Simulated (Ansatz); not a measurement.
# C (C2/m) in Ansatz: a series of runs

One crystal, C, is run at these levels: PBE; tasks: single point.

Program: Ansatz 0.2.0. These are calculated values, not measurements. Logs are shortened: lines on timing, memory, paths and dates and some standing lists are left out, and cuts for length are marked.

## (1) Starting point

The structure is monoclinic, space group C2/m (No. 12). The conventional cell has a = 4.255 Å, b = 2.457 Å, c = 3.765 Å, α = 90.00°, β = 111.49°, γ = 90.00°. Around C (site symmetry m) lie 3 C at 1.42 Å.

This is a stacking variant of graphite.

## (2) Single point, PBE, 8.60 Å³/atom (volume scaled by 0.94)

Contents of input.yaml:

```yaml
crystal:
  lattice:
    - [2.0838934217, -1.2032084158, 0.0]
    - [2.0838934217, 1.2032084158, 0.0]
    - [-1.3509174534, 0.0, 3.4313236862]
  atoms:
    - { symbol: C, position: [0.16664447, 0.16664447, 0.99990696] }
    - { symbol: C, position: [0.83335553, 0.83335553, 9.304e-05] }
kpoints:
  mp_grid: { grid: [13, 13, 8] }
scf:
  occupations: { method: fermi_dirac, width: 0.05 }
hamiltonian:
  xc: pbe
  pseudopotentials: { kind: all_electron, lapw: { basis_error: 0.0005 } }
output:
  forces: true
  stress: true
  eigenvalues: true
```

Potentials or basis: all-electron LAPW, scalar-relativistic.

On the command line:

```bash
ansatz run input.yaml --threads 1 --pin off --max-ram 3072MiB --backend cpu --events-out ev --progress --plain --runs-dir out
```

What it wrote:

```text
Warning: RAYON_NUM_THREADS=1 ignored (pool sized by the plan → 1); use --threads N
LAPW: plane waves up to 12.545 Å⁻¹, error target 5.0e-4 eV per atom; small_component_spin mean_spin; C in spheres of 0.695 Å, 6 of its electrons in bands, Dirac shells [] (how accurate: hamiltonian.pseudopotentials.lapw.basis_error, Limitations)
Engine: ansatz 0.2.0, x86_64-unknown-linux-gnu
Pseudopotentials: kind: all_electron
Pseudopotential: C, LAPW, valence charge 6, lapw/all_electron/scalar/gaussian/C, Koelling and Harmon's equation, gaussian nucleus
Functional definition: PBE
  parameter kappa = 0.804
  parameter beta = 0.06672455060314922
  exchange = pbe_x(kappa = kappa, mu = beta*pi^2/3)
  correlation = pbe_c(beta = beta)
Crystal: 2 atoms, lattice volume = 17.207 Å³
Basis set: ecut = 599.616530576982 eV, 567 PW (Γ), exchange–correlation at level 2
Bands: 10, of which v1, the nominal top of the filled ones, is band 6 counted from 1 (5 counted from 0)
Symmetry: 4 space group operations
Space group: C2/m (ITA 12), of the structure as read, at distance tolerance 2.6e-5 Å
k-points: 371 of 1352
Non-local potential: C, projectors of the file, none
Initial density: superposition of atomic densities (chi_scale 0.1, normalization cell)
Initial wavefunctions: plane waves of lowest kinetic energy (no species holds an atomic orbital)
Functional: x = pbe(κ = 0.804, μ = 0.2195149727645171), c = pbe(β = 0.06672455060314922)
iter 1 solved again at ethr=2.49e-2 eV; its pass at ethr=1.00e-1 eV (dr2=2.99e0 eV) is discarded
SCF iter   1: F=—  HF=-2075.069747 eV  |F-HF|=—  |Δ(HF+E_count)|=         —  Δρ=1.40e-1  dr2=3.00e0  ethr=2.49e-2  ⟨swp⟩=2.1  Hψ=26470  notcnv=0
preconditioner: auto → none  [insulator: Δε(μ)=1.085 eV  Ē_g=20.011 eV  σ=0.050 eV  W_gap=1.00  n_scr=2 (ndim 8)  ℏωp=25.3 eV  f_vac=0.000  D(μ)=0.00/eV (n_scr^D=0)  ε∞_Penn≈2.6]
iter 2 solved again at ethr=2.14e-3 eV; its pass at ethr=2.49e-2 eV (dr2=2.57e-1 eV) is discarded
SCF iter   2: F=—  HF=-2073.728517 eV  |F-HF|=—  |Δ(HF+E_count)|=    1.34e0  Δρ=4.76e-2  dr2=2.55e-1  ethr=2.14e-3  ⟨swp⟩=2.0  Hψ=19926  notcnv=0  defer=1
SCF iter   3: F=—  HF=-2073.635056 eV  |F-HF|=—  |Δ(HF+E_count)|=         —  Δρ=7.98e-3  dr2=3.37e-3  ethr=2.13e-3  ⟨swp⟩=3.0  Hψ=12085  notcnv=0
the basis was enlarged: its passes take 127.9 KiB over the memory plan, 1 of 1 planned eigensolver slots
SCF iter   4: F=—  HF=-2073.635379 eV  |F-HF|=—  |Δ(HF+E_count)|=   3.23e-4  Δρ=3.18e-4  dr2=2.18e-5  ethr=2.81e-5  ⟨swp⟩=2.1  Hψ=8927  notcnv=0
SCF iter   5: F=—  HF=-2073.635378 eV  |F-HF|=—  |Δ(HF+E_count)|=   1.18e-6  Δρ=8.46e-5  dr2=4.50e-7  ethr=1.82e-7  ⟨swp⟩=3.0  Hψ=9650  notcnv=0
SCF iter   6: F=-2073.635379 eV  HF=-2073.635379 eV  |F-HF|=1.87e-9  |Δ(HF+E_count)|=   6.62e-7  Δρ=6.61e-6  dr2=3.24e-9  ethr=3.75e-9  ⟨swp⟩=3.0  Hψ=9356  notcnv=0
SCF 1 converged in 6 iterations: F = -2073.635379 eV  dr2 = 3.24e-9
SCF converged after 6 iterations
Free energy (F): -2073.635379 eV
Harris-Foulkes:  -2073.635379 eV  (|F-HF|=1.87e-9)
Internal energy: -2073.635378 eV  (E = F + TS)
E sigma→0 (E₀):  -2073.635378 eV
Entropy (-TS):   -0.000001 eV (-0.000 meV/atom)
Fermi energy:    7.562232 eV
--- Per-component energies (eV) ---
  E_band       = -1047.730627
  E_kinetic    = 2073.584173
  E_xc         = -295.833614
  E_electrostatic = -3851.385936  (all electrons and nuclei)
  E_smearing   = -0.000001  (= −TS)
  E_closure    = 0.000000  (closes the sum)
  E_atoms      = -2055.265647  (free atoms, spherical and without spin; not in F)
  Σ components = -2073.635379   (vs F -2073.635379, Δ=0.00e0)
  Basis errors (estimates in eV, not in F): energy 3.3e-4 per atom: plane waves 3.2e-4 (2.1e-4 summed), levels above the bands 5.2e-124, relativity 1.1e-8, radial functions 5.5e-6, core shells 0.0e0; eigenvalues (radial functions only) 1.0e-6; not estimated: angular momenta, meshes, grids; target (lapw.basis_error) 5.0e-4; muffin-tin radii C 0.695 Å
--- Forces (eV/Å), atoms counted from 1 ---
  atom   1  C     -0.00240969     0.00000000     0.00312413
  atom   2  C      0.00240969     0.00000000    -0.00312413
  max |Σ_I F_I| component: 0.00e0 eV/Å
--- Stress (GPa, compression-positive) ---
       32.770058       0.000000      -0.036339
        0.000000      32.692104       0.000000
       -0.036339       0.000000       2.808747
  P = ⅓ Tr σ = 22.7570 GPa (227.570 kbar)
--- Band table (eV; the first three rows and the last of 371) ---
  k-point 0: bands = ["-258.1254", "-258.0907", "-12.7197", "0.2942", "4.5090", "4.5127", "11.3153", "16.3445", "16.3471", "19.7718"]
  k-point 1: bands = ["-258.1254", "-258.0907", "-12.6857", "0.0004", "4.5074", "4.5107", "12.0006", "16.3395", "16.3409", "19.7944"]
  k-point 2: bands = ["-258.1254", "-258.0907", "-12.6017", "-0.6340", "4.5034", "4.5058", "13.7727", "16.3259", "16.3273", "19.8513"]
  k-point 370: bands = ["-258.1135", "-258.1026", "-6.9628", "-6.1352", "0.4473", "5.4055", "9.4228", "16.4343", "19.4070", "20.1718"]
```

Wall time 74 s (1 thread of Intel Xeon at 2.50GHz (Skylake/Cascade Lake), shared host); peak memory 0.66 GiB.

Results:

- Free energy: -2073.6354 eV
- Pressure: 22.8 GPa
- Largest force: 0.004 eV/Å
- Band gap on the k mesh: 0.95 eV, indirect (least direct gap 0.96 eV)

Caveat: an odd mesh through Γ misses points on the zone boundary, where band edges often lie; this functional lacks dispersion, which binds the layers, so the pressure and a relaxed spacing across them are unreliable.

## (3) Single point, PBE, 8.79 Å³/atom (volume scaled by 0.96)

Edit input.yaml of step 2 so:

```diff
@@ -2,5 +2,5 @@
   lattice:
-    - [2.0838934217, -1.2032084158, 0.0]
-    - [2.0838934217, 1.2032084158, 0.0]
-    - [-1.3509174534, 0.0, 3.4313236862]
+    - [2.098569211, -1.2116819937, 0.0]
+    - [2.098569211, 1.2116819937, 0.0]
+    - [-1.36043127, 0.0, 3.4554887337]
   atoms:
```

Potentials or basis: all-electron LAPW, scalar-relativistic.

On the command line:

```bash
ansatz run input.yaml --threads 1 --pin off --max-ram 3072MiB --backend cpu --events-out ev --progress --plain --runs-dir out
```

Run time: 66 s. Hardware: 1 thread of Intel Xeon at 2.50GHz (Skylake/Cascade Lake), shared host; peak memory 0.66 GiB.

It converged, with:

```
Free energy            : -2073.6793 eV
Pressure               : 15.8 GPa
Largest force          : 0.004 eV/Å
Band gap on the k mesh : 0.94 eV, indirect (least direct gap 0.96 eV)
```

Caveat: an odd mesh through Γ misses points on the zone boundary, where band edges often lie; this functional lacks dispersion, which binds the layers, so the pressure and a relaxed spacing across them are unreliable.

## (4) Single point, PBE, 8.97 Å³/atom (volume scaled by 0.98)

Edit input.yaml of step 3 so:

```diff
@@ -2,5 +2,5 @@
   lattice:
-    - [2.098569211, -1.2116819937, 0.0]
-    - [2.098569211, 1.2116819937, 0.0]
-    - [-1.36043127, 0.0, 3.4554887337]
+    - [2.1130425595, -1.2200386853, 0.0]
+    - [2.1130425595, 1.2200386853, 0.0]
+    - [-1.3698138511, 0.0, 3.4793204435]
   atoms:
```

On the command line:

```bash
ansatz run input.yaml --threads 1 --pin off --max-ram 3072MiB --backend cpu --events-out ev --progress --plain --runs-dir out
```

Run time: 67 s. Hardware: 1 thread of Intel Xeon at 2.50GHz (Skylake/Cascade Lake), shared host; peak memory 0.65 GiB.

It converged, with:

```yaml
Free_energy: -2073.7082 eV
Pressure: 9.5 GPa
Largest_force: 0.004 eV/Å
Band_gap_on_the_k_mesh: 0.94 eV, indirect (least direct gap 0.95 eV)
```

Caveat: an odd mesh through Γ misses points on the zone boundary, where band edges often lie; this functional lacks dispersion, which binds the layers, so the pressure and a relaxed spacing across them are unreliable.

## (5) Single point, PBE, 9.15 Å³/atom

Edit input.yaml of step 4 so:

```diff
@@ -2,5 +2,5 @@
   lattice:
-    - [2.1130425595, -1.2200386853, 0.0]
-    - [2.1130425595, 1.2200386853, 0.0]
-    - [-1.3698138511, 0.0, 3.4793204435]
+    - [2.1273203072, -1.22828244, 0.0]
+    - [2.1273203072, 1.22828244, 0.0]
+    - [-1.3790696309, 0.0, 3.5028300786]
   atoms:
```

On the command line:

```bash
ansatz run input.yaml --threads 1 --pin off --max-ram 3072MiB --backend cpu --events-out ev --progress --plain --runs-dir out
```

Wall time 70 s (1 thread of Intel Xeon at 2.50GHz (Skylake/Cascade Lake), shared host); peak memory 0.66 GiB.

The run converged. Its results:

| Item | Value |
| --- | --- |
| Free energy | -2073.7232 eV |
| Pressure | 3.7 GPa |
| Largest force | 0.005 eV/Å |
| Band gap on the k mesh | 0.93 eV, indirect (least direct gap 0.94 eV) |

Caveat: an odd mesh through Γ misses points on the zone boundary, where band edges often lie; this functional lacks dispersion, which binds the layers, so the pressure and a relaxed spacing across them are unreliable.

## (6) Single point, PBE, 9.34 Å³/atom (volume scaled by 1.02)

Edit input.yaml of step 5 so:

```diff
@@ -2,5 +2,5 @@
   lattice:
-    - [2.1273203072, -1.22828244, 0.0]
-    - [2.1273203072, 1.22828244, 0.0]
-    - [-1.3790696309, 0.0, 3.5028300786]
+    - [2.1414089317, -1.2364169979, 0.0]
+    - [2.1414089317, 1.2364169979, 0.0]
+    - [-1.3882028085, 0.0, 3.5260283048]
   atoms:
```

Potentials or basis: all-electron LAPW, scalar-relativistic.

On the command line:

```bash
ansatz run input.yaml --threads 1 --pin off --max-ram 3072MiB --backend cpu --events-out ev --progress --plain --runs-dir out
```

Wall time 67 s (1 thread of Intel Xeon at 2.50GHz (Skylake/Cascade Lake), shared host); peak memory 0.65 GiB.

The run converged. Its results:

```yaml
Free_energy: -2073.7257 eV
Pressure: -1.5 GPa
Largest_force: 0.005 eV/Å
Band_gap_on_the_k_mesh: 0.92 eV, indirect (least direct gap 0.93 eV)
```

Caveat: an odd mesh through Γ misses points on the zone boundary, where band edges often lie; this functional lacks dispersion, which binds the layers, so the pressure and a relaxed spacing across them are unreliable.

## (7) Single point, PBE, 9.52 Å³/atom (volume scaled by 1.04)

Edit input.yaml of step 6 so:

```diff
@@ -2,5 +2,5 @@
   lattice:
-    - [2.1414089317, -1.2364169979, 0.0]
-    - [2.1414089317, 1.2364169979, 0.0]
-    - [-1.3882028085, 0.0, 3.5260283048]
+    - [2.1553145742, -1.2444459046, 0.0]
+    - [2.1553145742, 1.2444459046, 0.0]
+    - [-1.3972173651, 0.0, 3.5489252341]
   atoms:
```

On the command line:

```bash
ansatz run input.yaml --threads 1 --pin off --max-ram 3072MiB --backend cpu --events-out ev --progress --plain --runs-dir out
```

Wall time 74 s (1 thread of Intel Xeon at 2.50GHz (Skylake/Cascade Lake), shared host); peak memory 0.65 GiB.

The run converged. Its results:

| Property | Result |
| --- | --- |
| Free energy | -2073.7166 eV |
| Pressure | -6.4 GPa |
| Largest force | 0.005 eV/Å |
| Band gap on the k mesh | 0.92 eV, indirect (least direct gap 0.93 eV) |

Caveat: an odd mesh through Γ misses points on the zone boundary, where band edges often lie; this functional lacks dispersion, which binds the layers, so the pressure and a relaxed spacing across them are unreliable.

## (8) Single point, PBE, 9.70 Å³/atom (volume scaled by 1.06)

Edit input.yaml of step 7 so:

```diff
@@ -2,5 +2,5 @@
   lattice:
-    - [2.1553145742, -1.2444459046, 0.0]
-    - [2.1553145742, 1.2444459046, 0.0]
-    - [-1.3972173651, 0.0, 3.5489252341]
+    - [2.1690430626, -1.2523725254, 0.0]
+    - [2.1690430626, 1.2523725254, 0.0]
+    - [-1.4061170787, 0.0, 3.5715304629]
   atoms:
```

On the command line:

```bash
ansatz run input.yaml --threads 1 --pin off --max-ram 3072MiB --backend cpu --events-out ev --progress --plain --runs-dir out
```

Run time: 68 s. Hardware: 1 thread of Intel Xeon at 2.50GHz (Skylake/Cascade Lake), shared host; peak memory 0.65 GiB.

The run converged. Its results:

- Free energy: -2073.6969 eV
- Pressure: -10.8 GPa
- Largest force: 0.005 eV/Å
- Band gap on the k mesh: 0.91 eV, indirect (least direct gap 0.92 eV)

Caveat: an odd mesh through Γ misses points on the zone boundary, where band edges often lie; this functional lacks dispersion, which binds the layers, so the pressure and a relaxed spacing across them are unreliable.

## (9) The reference run

An earlier run on the cell as given: functional PBE; potentials or basis all-electron LAPW, scalar-relativistic; cutoff 528 eV (chosen from the basis error); basis error allowed 0.001 eV/atom; k mesh 13 × 13 × 8; occupations fermi-dirac, width 0.05 eV; no spin polarisation.

* Pressure: 3.7 GPa
* Largest force: 0.005 eV/Å
* Band gap on the k mesh: 0.93 eV, indirect (least direct gap 0.94 eV)
